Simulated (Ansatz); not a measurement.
**Sn in Ansatz: convergence with xc grid**

Sn:

```
Sn
1.0
    -2.94014    2.94014    1.59930
     2.94014   -2.94014    1.59930
     2.94014    2.94014   -1.59930
Sn
2
Direct
  0.00707 0.99527 0.98770
  0.74919 0.24451 0.49911
```

The cell isn't the ideal one: atoms moved at random, drawn with an rms of 0.05 Å.

- Program: Ansatz 0.2.0
- Task: convergence study
- Functional: LDA
- Potentials or basis: PseudoDojo standard (LDA files)
- Cutoff: 980 eV
- Density cutoff: 3918 eV
- k mesh: 7 × 7 × 5
- Occupations: cold, width 0.05 eV
- Spin: no spin polarisation

These are the settings of the first run; the series varies xc grid, with any setting tied to it.

Hardware: 2 threads of AMD EPYC (Zen 3), on a shared host.

```csv
xc grid,"energy less the tightest run, at zero smearing (meV/atom)",SCF cycles,CPU time (s),peak memory (GiB)
1,0.00,7,23,0.54
2,0.00,7,25,0.54
3,0.00,7,27,0.58
4,0.00,7,28,0.65
5,0.00,7,29,0.77
```

Against the tightest run, the energy stays within 1 meV/atom from 1 on. The tightest run that finished is the yardstick and may itself not be fully converged.
